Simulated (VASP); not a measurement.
# HgTe (Fm-3m) in VASP: a series of runs

The runs below take HgTe through single point, with PBE.

Everything below comes from runs of VASP 6.6.1. Logs are shortened: lines on timing, memory, paths and dates and some standing lists are left out, and cuts for length are marked.

**1. Starting point**

Symmetry: Fm-3m, No. 225, cubic system. Conventional cell: a = 6.360 Å, b = 6.360 Å, c = 6.360 Å, α = 90.00°, β = 90.00°, γ = 90.00°. Around Hg (site symmetry m-3m) lie 6 Te at 3.18 Å. Te (site symmetry m-3m) is surrounded by 6 Hg at 3.18 Å.

Measurements of this composition are mostly on another form, of space group No. 216.

**2. Single point, PBE**

INCAR reads:

```
PREC = Accurate ; ENCUT = 450
EDIFF = 1E-6 ; ISMEAR = 0
SIGMA = 0.02 ; LREAL = False
LASPH = True ; NELM = 60
ALGO = Normal ; ISIF = 2
LWAVE = False ; LCHARG = False
GGA = PE ; NBANDS = 20
```

KPOINTS reads:

```
Automatic mesh
0
Gamma
  4 4 4
```

POSCAR reads:

```
HgTe
1.0
    0.0000000000      3.1800000000      3.1800000000
    3.1800000000      0.0000000000      3.1800000000
    3.1800000000      3.1800000000      0.0000000000
Hg Te
1 1
Direct
    0.0000000000      0.0000000000      0.0000000000
    0.5000000000      0.5000000000      0.5000000000
```

Potentials or basis: VASP PAW PBE potentials, release 64 (Hg_sv_GW, Te_GW).

Command:

```sh
> cat potpaw_PBE.64/Hg_sv_GW/POTCAR potpaw_PBE.64/Te_GW/POTCAR > POTCAR
> mpirun -np 1 vasp_std > vasp.out
```

OUTCAR:

```text
PREC = Accurate
   ENCUT = 450
   EDIFF = 1E-6
   ISMEAR = 0
   LREAL = False
   LASPH = True
   NELM = 60
   ISIF = 2
   GGA = PE

 ion  position               nearest neighbor table
   1  0.000  0.000  0.000-   2 3.18   2 3.18   2 3.18   2 3.18   2 3.18   2 3.18
   2  0.500  0.500  0.500-   1 3.18   1 3.18   1 3.18   1 3.18   1 3.18   1 3.18

  LATTYP: Found a face centered cubic cell.
 ALAT       =     6.3600000000

  Lattice vectors:

 A1 = (   0.0000000000,   3.1800000000,   3.1800000000)
 A2 = (   3.1800000000,   0.0000000000,   3.1800000000)
 A3 = (   3.1800000000,   3.1800000000,   0.0000000000)

Analysis of symmetry for initial positions (statically):
=====================================================================
 Subroutine PRICEL returns:
 Original cell was already a primitive cell.

 Routine SETGRP: Setting up the symmetry group for a
 face centered cubic supercell.

 Subroutine GETGRP returns: Found 48 space group operations
 (whereof 48 operations were pure point group operations)
 out of a pool of 48 trial point group operations.

The static configuration has the point symmetry O_h .

Analysis of symmetry for dynamics (positions and initial velocities):
=====================================================================
 Subroutine PRICEL returns:
 Original cell was already a primitive cell.

 Routine SETGRP: Setting up the symmetry group for a
 face centered cubic supercell.

 Subroutine GETGRP returns: Found 48 space group operations
 (whereof 48 operations were pure point group operations)
 out of a pool of 48 trial point group operations.

The dynamic configuration has the point symmetry O_h .

 Subroutine INISYM returns: Found 48 space group operations
 (whereof 48 operations are pure point group operations),
 and found     1 'primitive' translations

----------------------------------------------------------------------------------------

                                     Primitive cell

  volume of cell :      64.3149

  direct lattice vectors                    reciprocal lattice vectors
     0.000000000  3.180000000  3.180000000    -0.157232704  0.157232704  0.157232704
     3.180000000  0.000000000  3.180000000     0.157232704 -0.157232704  0.157232704
     3.180000000  3.180000000  0.000000000     0.157232704  0.157232704 -0.157232704

  length of vectors
     4.497199128  4.497199128  4.497199128     0.272335033  0.272335033  0.272335033

  position of ions in fractional coordinates (direct lattice)
     0.000000000  0.000000000  0.000000000
     0.500000000  0.500000000  0.500000000

  ion indices of the primitive-cell ions
   primitive index   ion index
                 1           1
                 2           2

----------------------------------------------------------------------------------------

 KPOINTS: Automatic mesh

Automatic generation of k-mesh.
 Grid dimensions read from file:
 generate k-points for:    4    4    4

 Generating k-lattice:

  Cartesian coordinates                     Fractional coordinates (reciprocal lattice)
    -0.039308176  0.039308176  0.039308176     0.250000000  0.000000000  0.000000000
     0.039308176 -0.039308176  0.039308176     0.000000000  0.250000000  0.000000000
     0.039308176  0.039308176 -0.039308176     0.000000000  0.000000000  0.250000000

  Length of vectors
     0.068083758  0.068083758  0.068083758

  Shift w.r.t. Gamma in fractional coordinates (k-lattice)
     0.000000000  0.000000000  0.000000000

 Subroutine IBZKPT returns following result:
 ===========================================

 Found      8 irreducible k-points:

 Following reciprocal coordinates:
            Coordinates               Weight
  0.000000  0.000000  0.000000      1.000000
  0.250000  0.000000  0.000000      8.000000
  0.500000  0.000000  0.000000      4.000000
  0.250000  0.250000  0.000000      6.000000
  0.500000  0.250000  0.000000     24.000000
 -0.250000  0.250000  0.000000     12.000000
  0.500000  0.500000  0.000000      3.000000
 -0.250000  0.500000  0.250000      6.000000
   k-points           NKPTS =      8   k-points in BZ     NKDIM =      8   number of bands    NBANDS=     20
   number of dos      NEDOS =    301   number of ions     NIONS =      2
   total plane-waves  NPLWV =  32768
   dimension x,y,z NGX =    32 NGY =   32 NGZ =   32
   dimension x,y,z NGXF=    64 NGYF=   64 NGZF=   64
   ions per type =               1   1
   NGX,Y,Z   is equivalent  to a cutoff of  11.83, 11.83, 11.83 a.u.
   NGXF,Y,Z  is equivalent  to a cutoff of  23.66, 23.66, 23.66 a.u.
 SYSTEM =  unknown system
   PREC   = accura    normal or accurate (medium, high low for compatibility)
   ISTART =      0    job   : 0-new  1-cont  2-samecut
   ICHARG =      2    charge: 1-file 2-atom 10-const
   ISPIN  =      1    spin polarized calculation?
   LNONCOLLINEAR =      F non collinear calculations
   LSORBIT =      F    spin-orbit coupling
   LASPH  =      T    aspherical Exc in radial PAW
   ENCUT  =  450.0 eV  33.07 Ry    5.75 a.u.   7.78  7.78  7.78*2*pi/ulx,y,z
   NELM   =     60;   NELMIN=  2; NELMDL= -5     # of ELM steps
   EDIFF  = 0.1E-05   stopping-criterion for ELM
   LREAL  =      F    real-space projection
   EDIFFG = 0.1E-04   stopping-criterion for IOM
   NSW    =      0    number of steps for IOM
   IBRION =     -1    ionic relax: 0-MD 1-quasi-New 2-CG
   NFREE  =      0    steps in history (QN), initial steepest desc. (CG)
   ISIF   =      2    stress and relaxation
   ISYM   =      2    0-nonsym 1-usesym 2-fastsym
   POTIM  = 0.5000    time-step for ionic-motion
   TEBEG  =    0.0;   TEEND  =   0.0 temperature during run
   PSTRESS=    0.0 pullay stress
   NELECT =      26.0000    total number of electrons
   NUPDOWN=      -1.0000    fix difference up-down
   EMIN   =  10.00;   EMAX   =-10.00  energy-range for DOS
   EFERMI =   0.00;   METHOD = LEGACY
   ISMEAR =     0;   SIGMA  =   0.02  broadening in eV -4-tet -1-fermi 0-gaus
   EFERMI_NEDOS =   21; number of points for ismear=-14 and -15
   IALGO  =     38    algorithm
   IMIX   =      4    mixing-type and parameters
     AMIX     =   0.40;   BMIX     =  1.00
     AMIX_MAG =   1.60;   BMIX_MAG =  1.00
  volume/ion in A,a.u.               =      32.16       217.01
  Fermi-wavevector in a.u.,A,eV,Ry     =   1.210493  2.287499 19.936515  1.465292
  Thomas-Fermi vector in A             =   2.346038
   LORBIT       =      0    0 simple, 1 ext, 2 COOP (PROOUT), +10 PAW based schemes
   GGA     = PE    functional components
   LHFCALC =     F    Hartree Fock is set to
   AEXX    =    0.0000 exact exchange contribution
   IVDW    =     0    specifies the selected vdW correction
   LEPSILON=     F    determine dielectric tensor
   LRPA    =     F    only Hartree local field effects (RPA)
 non-spin polarized calculation
 Gauss-broadening in eV      SIGMA  =   0.02
  energy-cutoff  :      450.00
  volume of cell :       64.31
 maximum number of plane-waves:      1411
   NGX = 15   NGY = 15   NGZ = 15

 number of electron      26.0000004 magnetization

 Free energy of the ion-electron system (eV)
  ---------------------------------------------------
  ext. energy  EPLUGINS =         0.00000000
  ---------------------------------------------------
  free energy    TOTEN  =        -3.14231427 eV

  energy without entropy =       -3.14090379  energy(sigma->0) =       -3.14160903

 E-fermi :   4.5348     XC(G=0):  -9.4287

 val. band max:        4.5348249355   @ k =   0.5000   0.0000   0.0000
 cond. band min:       4.5348249950   @ k =   0.5000   0.0000   0.0000
 fundamental gap:      0.0000000595
 Fermi energy:         4.5348249652

 k-point     1 :       0.0000    0.0000    0.0000
  band No.  band energies     occupation
      1    -110.2455      2.00000
      2     -58.6044      2.00000
      3     -58.6044      2.00000
      4     -58.6044      2.00000
      5      -6.8645      2.00000
      6      -2.0731      2.00000
      7      -2.0731      2.00000
      8      -2.0309      2.00000
      9      -2.0309      2.00000
     10      -2.0309      2.00000
     11       2.9011      2.00000
     12       3.8318      2.00000
     13       3.8318      2.00000
     14       3.8318      2.00000
     15      11.7376      0.00000
     16      11.7376      0.00000
     17      11.7376      0.00000
     18      11.9304      0.00000
     19      11.9304      0.00000
     20      11.9304      0.00000

 k-point     2 :       0.2500    0.0000    0.0000
  band No.  band energies     occupation
      1    -110.2452      2.00000
      2     -58.6041      2.00000
      3     -58.6041      2.00000
      4     -58.6033      2.00000
      5      -6.4731      2.00000
      6      -2.1888      2.00000
      7      -2.1888      2.00000
      8      -2.0809      2.00000
      9      -1.9754      2.00000
     10      -1.9754      2.00000
     11       0.5302      2.00000
     12       4.1481      2.00000
     13       4.1481      2.00000
     14       5.9685      0.00000
     15       8.9121      0.00000
     16       9.6475      0.00000
     17       9.6475      0.00000
     18      12.1259      0.00000
     19      13.0544      0.00000
     20      13.0544      0.00000

 k-point     3 :       0.5000    0.0000    0.0000
  band No.  band energies     occupation
      1    -110.2453      2.00000
      2     -58.6046      2.00000
      3     -58.6039      2.00000
      4     -58.6039      2.00000
      5      -5.9577      2.00000
      6      -2.3017      2.00000
      7      -2.3017      2.00000
      8      -2.2590      2.00000
      9      -1.9151      2.00000
     10      -1.9151      2.00000
     11      -0.6993      2.00000
     12       4.5348      1.00000
     13       4.5348      1.00000
     14       7.0789      0.00000
     15       7.3715      0.00000
     16       8.4103      0.00000
     17       8.4103      0.00000
     18      14.2900      0.00000
     19      15.0742      0.00000
     20      15.0742      0.00000

 k-point     4 :       0.2500    0.2500    0.0000
  band No.  band energies     occupation
      1    -110.2452      2.00000
      2     -58.6038      2.00000
      3     -58.6037      2.00000
      4     -58.6037      2.00000
      5      -6.4130      2.00000
      6      -2.2137      2.00000
      7      -2.0753      2.00000
      8      -2.0388      2.00000
      9      -1.9645      2.00000
     10      -1.9645      2.00000
     11       1.0870      2.00000
     12       3.1951      2.00000
     13       3.1951      2.00000
     14       5.1457      0.00000
     15       9.4528      0.00000
     16      10.0642      0.00000
     17      11.4327      0.00000
     18      11.4327      0.00000
     19      15.0761      0.00000
     20      15.1214      0.00000

 k-point     5 :       0.5000    0.2500    0.0000
  band No.  band energies     occupation
      1    -110.2452      2.00000
      2     -58.6042      2.00000
      3     -58.6040      2.00000
      4     -58.6040      2.00000
      5      -6.0244      2.00000
      6      -2.1602      2.00000
      7      -2.1049      2.00000
      8      -2.0384      2.00000
      9      -1.8950      2.00000
     10      -1.8596      2.00000
     11      -0.1157      2.00000
     12       2.5742      2.00000
     13       3.3621      2.00000
     14       4.7164      0.00000
     15       9.4236      0.00000
     16      10.4756      0.00000
     17      11.0548      0.00000
     18      12.1661      0.00000
     19      15.5080      0.00000
     20      15.7261      0.00000

 k-point     6 :      -0.2500    0.2500    0.0000
  band No.  band energies     occupation
      1    -110.2451      2.00000
      2     -58.6040      2.00000
      3     -58.6038      2.00000
      4     -58.6035      2.00000
      5      -6.0875      2.00000
      6      -2.2686      2.00000
      7      -2.2253      2.00000
      8      -2.0439      2.00000
      9      -1.9425      2.00000
     10      -1.8853      2.00000
     11      -0.0005      2.00000
     12       2.3967      2.00000
     13       4.3859      2.00000
     14       6.2565      0.00000
     15       8.3272      0.00000
     16       9.0242      0.00000
     17      10.5612      0.00000
     18      13.1486      0.00000
     19      14.3133      0.00000
     20      15.0822      0.00000

 k-point     7 :       0.5000    0.5000    0.0000
  band No.  band energies     occupation
      1    -110.2451      2.00000
      2     -58.6043      2.00000
      3     -58.6035      2.00000
      4     -58.6035      2.00000
      5      -6.0785      2.00000
      6      -2.1194      2.00000
      7      -2.0045      2.00000
      8      -1.8641      2.00000
      9      -1.8641      2.00000
     10      -1.4595      2.00000
     11       0.8634      2.00000
     12       1.6894      2.00000
     13       2.5447      2.00000
     14       2.5447      2.00000
     15       9.3590      0.00000
     16      12.7746      0.00000
     17      12.7746      0.00000
     18      13.1409      0.00000
     19      17.0175      0.00000
     20      17.1351      0.00000

 k-point     8 :      -0.2500    0.5000    0.2500
  band No.  band energies     occupation
      1    -110.2451      2.00000
      2     -58.6039      2.00000
      3     -58.6036      2.00000
      4     -58.6036      2.00000
      5      -5.9661      2.00000
      6      -2.2027      2.00000
      7      -2.0256      2.00000
      8      -2.0256      2.00000
      9      -1.8642      2.00000
     10      -1.5725      2.00000
     11       0.4727      2.00000
     12       1.6645      2.00000
     13       1.6645      2.00000
     14       5.7973      0.00000
     15       8.9310      0.00000
     16      10.9818      0.00000
     17      10.9818      0.00000
     18      14.2295      0.00000
     19      14.2295      0.00000
     20      17.1107      0.00000

------------------------ aborting loop because EDIFF is reached ----------------------------------------

  FORCE on cell =-STRESS in cart. coord.  units (eV):
  Direction    XX          YY          ZZ          XY          YZ          ZX
  --------------------------------------------------------------------------------------
  -------------------------------------------------------------------------------------
  Total       -1.5240548     -1.5240548     -1.5240548      0.0000000      0.0000000      0.0000000
  in kB      -37.9664354    -37.9664354    -37.9664354      0.0000000      0.0000000      0.0000000
  external PRESSURE =     -37.9664354 kB  Pullay stress =       0.0000000 kB

 VOLUME and BASIS-vectors are now :
 -----------------------------------------------------------------------------
  energy-cutoff  :      450.00
  volume of cell :       64.31
      direct lattice vectors                 reciprocal lattice vectors
     0.000000000  3.180000000  3.180000000    -0.157232704  0.157232704  0.157232704
     3.180000000  0.000000000  3.180000000     0.157232704 -0.157232704  0.157232704
     3.180000000  3.180000000  0.000000000     0.157232704  0.157232704 -0.157232704

 POSITION                                       TOTAL-FORCE (eV/Angst)
 -----------------------------------------------------------------------------------
      0.00000      0.00000      0.00000         0.000000      0.000000     -0.000000
      3.18000      3.18000      3.18000        -0.000000     -0.000000      0.000000
 -----------------------------------------------------------------------------------
    total drift:                                0.000000     -0.000000     -0.000000

  FREE ENERGIE OF THE ION-ELECTRON SYSTEM (eV)
  ---------------------------------------------------
  free  energy   TOTEN  =        -3.1423142668 eV

  energy  without entropy=       -3.1409037928  energy(sigma->0) =       -3.14160903
```

Wall time 5.7 s (1 thread of Intel Xeon 6975P-C (Granite Rapids), shared host); peak memory 0.18 GiB.

Results:

* Free energy: -3.1423 eV
* Pressure: -3.8 GPa
* Band gap on the k mesh: none (metal or under the smearing width)

Caveat: the k mesh is coarse (spacing up to 0.43 Å⁻¹), so the values aren't converged. Spin-orbit coupling is left out, which matters for the levels of Hg, Te.

**3. Single point, PBE**

INCAR reads:

```
PREC = Accurate
ENCUT = 500
EDIFF = 1E-6
ISMEAR = 0
SIGMA = 0.02
LREAL = False
LASPH = True
NELM = 80
ALGO = Fast
ISIF = 2
LWAVE = False
LCHARG = True
GGA = PE
LELF = True
LVHAR = True
NBANDS = 16
```

KPOINTS reads:

```
regular mesh
0
Gamma
  7 7 7
```

Edit POSCAR of step 2 so:

```diff
@@ -7,4 +7,4 @@
 1 1
-Direct
+Cartesian
     0.0000000000      0.0000000000      0.0000000000
-    0.5000000000      0.5000000000      0.5000000000
+    3.1800000000      3.1800000000      3.1800000000
```

Potentials or basis: VASP PAW PBE potentials, release 64 (Hg, Te).

Command:

```sh
> cat potpaw_PBE.64/Hg/POTCAR potpaw_PBE.64/Te/POTCAR > POTCAR
> mpirun -np 1 vasp_std > vasp.out
```

It took 50 s on 1 thread of AMD EPYC 7R43 (Zen 3), shared host; peak memory 0.17 GiB.

The run converged. Its results:

```yaml
Free_energy: -3.2792 eV
Pressure: -3.7 GPa
Band_gap_on_the_k_mesh: none (metal or under the smearing width)
```

Levels at points of the mesh, in eV from the Fermi level:
| k point | band 7 | band 8 | band 9 | band 10 | band 11 | band 12 |
| --- | --- | --- | --- | --- | --- | --- |
| (0.00, 0.00, 0.00) | -1.40 | -0.56 | -0.56 | -0.56 | 7.45 | 7.45 |

Spin-orbit coupling is left out, which matters for the levels of Hg, Te.

**4. Single point, PBE**

run.py reads:

```python
from ase.calculators.vasp import Vasp
from ase.dft.bandgap import bandgap
from ase.io import read

atoms = read('POSCAR')
calc = Vasp(
    directory='calc',
    xc='pbe',
    pp='PBE',
    setups='minimal',
    prec='Accurate',
    encut=500,
    ediff=1e-07,
    ismear=0,
    sigma=0.02,
    lreal=False,
    lasph=True,
    nelm=100,
    algo='Normal',
    isif=2,
    lwave=False,
    lcharg=True,
    lelf=True,
    lvhar=True,
    kpts=[7, 7, 7],
    gamma=True,
    nbands=16,
)
atoms.calc = calc

print('energy (eV):', atoms.get_potential_energy())
print('free energy (eV):', atoms.get_potential_energy(force_consistent=True))
print('forces (eV/A):')
print(atoms.get_forces())
print('stress (eV/A^3, Voigt):', atoms.get_stress())
print('Fermi level (eV):', calc.get_fermi_level())
gap, top, bottom = bandgap(calc)
print('band gap (eV):', gap, 'from (spin, k, band)', top, 'to', bottom)
```

Edit POSCAR of step 3 so:

```diff
@@ -7,4 +7,4 @@
 1 1
-Cartesian
+Direct
     0.0000000000      0.0000000000      0.0000000000
-    3.1800000000      3.1800000000      3.1800000000
+    0.5000000000      0.5000000000      0.5000000000
```

Potentials or basis: VASP PAW PBE potentials, release 64 (Hg, Te).

Command:

```sh
> python run.py
```

Log:

```text
energy (eV): -3.27907148
free energy (eV): -3.27922871
forces (eV/A):
[[-0.  0. -0.]
 [ 0. -0.  0.]]
stress (eV/A^3, Voigt): [ 0.02303439  0.02303439  0.02303439 -0.         -0.         -0.        ]
Fermi level (eV): 3.10104129
band gap (eV): 0.0 from (spin, k, band) (None, None, None) to (None, None, None)
```

OUTCAR:

```text
ENCUT = 500.000000
   EDIFF = 1.00e-07
   GGA = PE
   PREC = Accurate
   ISIF = 2
   ISMEAR = 0
[... 596 lines left out ...]
      0.00000      0.00000      0.00000        -0.000000      0.000000     -0.000000
      3.18000      3.18000      3.18000         0.000000     -0.000000      0.000000
 -----------------------------------------------------------------------------------
    total drift:                               -0.000000      0.000000      0.000000

  FREE ENERGIE OF THE ION-ELECTRON SYSTEM (eV)
  ---------------------------------------------------
  free  energy   TOTEN  =        -3.2792287050 eV

  energy  without entropy=       -3.2789142533  energy(sigma->0) =       -3.27907148
```

INCAR:

```text
ENCUT = 500.000000
SIGMA = 0.020000
EDIFF = 1.00e-07
ALGO = Normal
GGA = PE
PREC = Accurate
ISIF = 2
ISMEAR = 0
NBANDS = 16
NELM = 100
LASPH = .TRUE.
LCHARG = .TRUE.
LELF = .TRUE.
LVHAR = .TRUE.
LWAVE = .FALSE.
LREAL = .FALSE.
```

Run time: 49 s. Hardware: 1 thread of AMD EPYC 7R43 (Zen 3), shared host; peak memory 0.18 GiB.

Results:

```yaml
Free_energy: -3.2792 eV
Pressure: -3.7 GPa
Band_gap_on_the_k_mesh: none (metal or under the smearing width)
```

Spin-orbit coupling is left out, which matters for the levels of Hg, Te.

**5. The reference run**

An earlier run on the cell as given: functional PBE; potentials or basis VASP PAW PBE potentials, release 64 (Hg, Te); cutoff 520 eV; k mesh 7 × 7 × 7; occupations fermi-dirac, width 0.05 eV; no spin polarisation.

* Pressure: -3.7 GPa
* Band gap on the k mesh: none (metal or under the smearing width)

(Continued in part 2 of 2.)
